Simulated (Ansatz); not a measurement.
# TiN: the cost of one run

Program: Ansatz 0.2.0. Level of theory: DFT PBEsol, scalar-relativistic, plane waves, PAW. These are calculated values, not measurements.

1 further run of the same task is left out (set aside as unsound or not needed).

**1. The system as given**

Symmetry: Fm-3m, No. 225, cubic system. Conventional cell: a = 4.204 Å, b = 4.204 Å, c = 4.204 Å, α = 90.00°, β = 90.00°, γ = 90.00°. Ti (site symmetry m-3m) is surrounded by 6 N at 2.10 Å. N (site symmetry m-3m) has 6 Ti at 2.10 Å as nearest neighbours.

As a file:

```
CELL_PARAMETERS angstrom
0.00000 2.10197 2.10197
2.10197 0.00000 2.10197
2.10197 2.10197 0.00000
ATOMIC_POSITIONS crystal
Ti 0.00000 0.00000 0.00000
N 0.50000 0.50000 0.50000
```

It is the result of an earlier relaxation at this level (volume 9.29 Å³/atom; gap on the mesh: none (metal)).

**2. The slab**

Planes are indexed in the bulk's conventional cell (Fm-3m (No. 225)), a = 4.204 Å, b = 4.204 Å, c = 4.204 Å, α = 90.00°, β = 90.00°, γ = 90.00°.

A (111) slab, 8.5 Å thick as cut, with 17 Å of vacuum; its outer planes are Ti (top) and N (bottom).

The slab as cut. Its planes from the bottom up:

| plane | atoms per cell | height over the lowest (Å) |
| --- | --- | --- |
| 1 | N | 0.00 |
| 2 | Ti | 1.21 |
| 3 | N | 2.43 |
| 4 | Ti | 3.64 |
| 5 | N | 4.85 |
| 6 | Ti | 6.07 |
| 7 | N | 7.28 |
| 8 | Ti | 8.49 |

**3. The clean surface, relaxed**

File input.yaml:

```yaml
crystal:
  lattice:
    - [2.9726300472, 0.0, 0.0]
    - [-1.4863150236, 2.5743731369, 0.0]
    - [0.0, 0.0, 25.4949979446]
  atoms:
    - { symbol: "N", position: [0.3333333333, 0.6666666667, 0.3333987325] }
    - { symbol: Ti, position: [0.6666666667, 0.3333333333, 0.3809990946] }
    - { symbol: "N", position: [0.0, 0.0, 0.4285994568] }
    - { symbol: Ti, position: [0.3333333333, 0.6666666667, 0.4761998189] }
    - { symbol: "N", position: [0.6666666667, 0.3333333333, 0.5238001811] }
    - { symbol: Ti, position: [0.0, 0.0, 0.5714005432] }
    - { symbol: "N", position: [0.3333333333, 0.6666666667, 0.6190009054] }
    - { symbol: Ti, position: [0.6666666667, 0.3333333333, 0.6666012675] }
basis:
  ecutwfc: 420
kpoints:
  mp_grid: { grid: [12, 12, 1] }
hamiltonian:
  xc: pbesol
scf:
  occupations: { method: gaussian, width: 0.1 }
output:
  forces: true
  eigenvalues: true
relax:
  adjacent_minimum: "off"
  f_tol: 0.03
  max_steps: 70
  constraints: [{ sites: [0, 1, 2, 3] }]
efield:
  axis: 3
  dipole_correction: true
  ramp_width: 0.04
```

Started as:

```bash
$ ansatz run input.yaml --threads 2 --pin off --max-ram 5120MiB --backend cpu --events-out ev --progress --plain --runs-dir out
```

Q: Estimate wall time and peak memory on 2 threads of Intel Xeon Platinum 8488C (Sapphire Rapids), shared host.

About 52 s, with a peak of 0.55 GiB.
